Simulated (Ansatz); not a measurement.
SrTiO3 (cubic perovskite) under strain

SrTiO3 in the cubic perovskite structure, relaxed with r2SCAN in Ansatz. The symmetry is Pm-3m (No. 221, cubic); a = 3.907 Å in the conventional setting, 11.93 Å³ an atom. Around Sr lie 12 O at 2.76 Å; around Ti lie 6 O at 1.95 Å; around O lie 2 Ti at 1.95 Å and 4 Sr at 2.76 Å.

The axes x, y and z are those of this cell:
```
Sr Ti O
1.0
     3.90685    0.00000    0.00000
     0.00000    3.90685    0.00000
     0.00000    0.00000    3.90685
Sr Ti O
1 1 3
Direct
  0.00000 0.00000 0.00000
  0.50000 0.50000 0.50000
  0.50000 0.50000 0.00000
  0.50000 0.00000 0.50000
  0.00000 0.50000 0.50000
```

Unstrained: PBE gives an indirect gap of 1.883 eV, from R to Γ; the least direct gap is 2.229 eV at Γ. With r2SCAN the valence top lies at R and the conduction bottom at Γ, 2.260 eV higher; the smallest vertical gap, at Γ, is 2.627 eV. The HSE06 gap is indirect, 3.321 eV (R to Γ), below the direct gap of 3.699 eV at Γ. Meshes: PBE 6×6×6, r2SCAN 6×6×6, HSE06 4×4×4. Strains are changes of length per length, and xy shears are angles. After each strain the atoms were relaxed again with r2SCAN within the symmetry that the strain leaves, so tilts or polar shifts that break it weren't tested; points keep the names that they have in the unstrained zone. No spin polarisation and no zero-point or thermal motion.

Changes of the least gap in eV (an overlap counts as a negative gap):
```csv
strain,volume change (%),space group,PBE,r2SCAN,HSE06,"energy rise, r2SCAN (meV/atom)"
uniaxial -2.5 % along z,-2.5,P4/mmm,+0.004,+0.013,+0.028,9.0
"epitaxial +5.0 % in the xy plane, free normal strain -2.61 %",+7.4,P4/mmm,-0.214,-0.237,-0.223,62.8
uniaxial -5.0 % along x,-5.0,P4/mmm,–,–,+0.062,–
"xy shear, engineering strain (angle) +1.0 %",0.0,Cmmm,-0.023,-0.024,-0.025,0.5
```

Uniaxial -2.5 % along z, other directions held. HSE06: the gap goes from 3.321 to 3.349 eV (+0.028 eV). Stress change with r2SCAN, compression positive: xx +2.87, yy +2.87, zz +10.07 GPa.

Epitaxial +5.0 % in the xy plane, free normal strain -2.61 %. HSE06: the gap goes from 3.321 to 3.098 eV (-0.223 eV). Stress change with r2SCAN, compression positive: xx -15.31, yy -15.31, zz +0.11 GPa.

Uniaxial -5.0 % along x, other directions held. HSE06: the gap goes from 3.321 to 3.383 eV (+0.062 eV).

Xy shear, engineering strain (angle) +1.0 %. HSE06: the gap goes from 3.321 to 3.296 eV (-0.025 eV). Stress change with r2SCAN, compression positive: xx +0.01, yy +0.01, zz +0.01, xy -1.22 GPa.

The meshes of the hybrids are coarse, so their gaps aren't converged to the digits shown.
